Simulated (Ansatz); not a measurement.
Predict the output of the script below (the Python package of Ansatz (0.2.0)).

`run_kconv.py`:
```python
# -*- coding: utf-8 -*-
"""k-point test for SnO2."""

import ansatz as az
from tabulate import tabulate

lattice = az.Lattice.of(
    [-2.000069, 2.000069, 5.123679],
    [2.000069, -2.000069, 5.123679],
    [2.000069, 2.000069, -5.123679],
)
sites = [
    ("Sn", [0.75, 0.25, 0.5]),
    ("Sn", [0.0, 0.0, 0.0]),
    ("O", [0.796523, 0.796523, 0.0]),
    ("O", [0.953477, 0.453477, 0.5]),
    ("O", [0.203477, 0.203477, 0.0]),
    ("O", [0.546523, 0.046523, 0.5]),
]
system = az.Crystal(lattice=lattice)
for symbol, position in sites:
    system = system.atom(symbol, position)

job = (
    system.calculation()
    .scf(tolerance=1e-09)
    .occupations(az.OccupationsMethod.FIXED)
    .functional("pbesol")
)

rows = []
for value in [(4, 4, 4), (6, 6, 6), (8, 8, 8), (10, 10, 10)]:
    report = job.kpoints(mesh=value).run().report
    rows.append((value, report["free_energy_ev"] / len(report["lattice"]["sites"]), report["n_iterations"], report["n_kpoints"]))

print(tabulate(rows, headers=["mesh", "F/atom (eV)", "iterations", "k-points"], floatfmt=".4f", tablefmt="grid"))

# the last row is the reference
for row in rows[:-1]:
    shift = 1000 * (row[1] - rows[-1][1])
    print(f"{row[0]}: {shift:+.2f} meV/atom" + ("  (within 5 meV)" if abs(shift) < 5 else ""))
```

```console
$ python run_kconv.py
DeckWarning: basis.ecutwfc = 420 eV, auto-derived from the records' recommended cutoffs: set by Sn (normal level)
+--------------+---------------+--------------+------------+
| mesh         |   F/atom (eV) |   iterations |   k-points |
+==============+===============+==============+============+
| (4, 4, 4)    |    -2357.1032 |            8 |         13 |
+--------------+---------------+--------------+------------+
| (6, 6, 6)    |    -2357.1034 |            8 |         30 |
+--------------+---------------+--------------+------------+
| (8, 8, 8)    |    -2357.1034 |            8 |         59 |
+--------------+---------------+--------------+------------+
| (10, 10, 10) |    -2357.1034 |            8 |        102 |
+--------------+---------------+--------------+------------+
(4, 4, 4): +0.19 meV/atom  (within 5 meV)
(6, 6, 6): -0.01 meV/atom  (within 5 meV)
(8, 8, 8): -0.02 meV/atom  (within 5 meV)
```
(Warnings from the package without file and line.)

From 4×4×4 on it stays within 5 meV an atom of the value at 10×10×10; the first row (4×4×4) is off by 0.2 meV and the last but one by 0.02 meV.

The structure comes from a database of computed cells and needn't be a stable or known phase. Shifts are counted from the finest mesh, which is itself no proven limit. It ran for 24 s on 1 thread of Arm Neoverse V1, with other jobs on the host, peak memory 0.5 GiB.
